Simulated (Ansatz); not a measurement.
## TaN in Ansatz: the effect of Hubbard term

The system is TaN.

```
Ta N
1.0
     2.93800    0.00000    0.00000
    -1.46900    2.54438    0.00000
     0.00000    0.00000    2.88300
Ta N
1 1
Direct
  0.00000 0.00000 0.50000
  0.66667 0.33333 0.00000
```

Alike in all runs:

```yaml
Program: Ansatz 0.2.0
Task: projected density of states
Functional: PBEsol
Potentials_or_basis: Ansatz PAW
Cutoff: "420 eV (not typed: the program's choice for these potentials)"
k_mesh: 10 × 10 × 9
Occupations: fermi-dirac, width 0.05 eV
Spin: no spin polarisation
Hubbard_projectors: ortho-atomic (the default)
Double_counting: fll (the default)
```

```tsv
Hubbard term	pressure (GPa)
none	-4.9
Ta d U = 1 eV	-4.1
Ta d U = 2 eV	-3.2
Ta d U = 3 eV	-2.2
Ta d U = 4 eV	-1.2
Ta d U = 5 eV	?
Ta d U = 6 eV	1.1
Ta d U = 8 eV	4.0
```

Task: What does the run with Hubbard term Ta d U = 5 eV give?

Result: Pressure -0.1 GPa.

Worked out: A parabola through the other rows of the pressure, of slope 1.2 GPa per eV there, gives -0.1 GPa, against the run's -0.1.

Caveats: the PAW data sets come from PBE, with cores solved anew for the run's functional, which leaves a small shift of forces and pressure; U without spin polarisation on a metal has little footing (some runs).
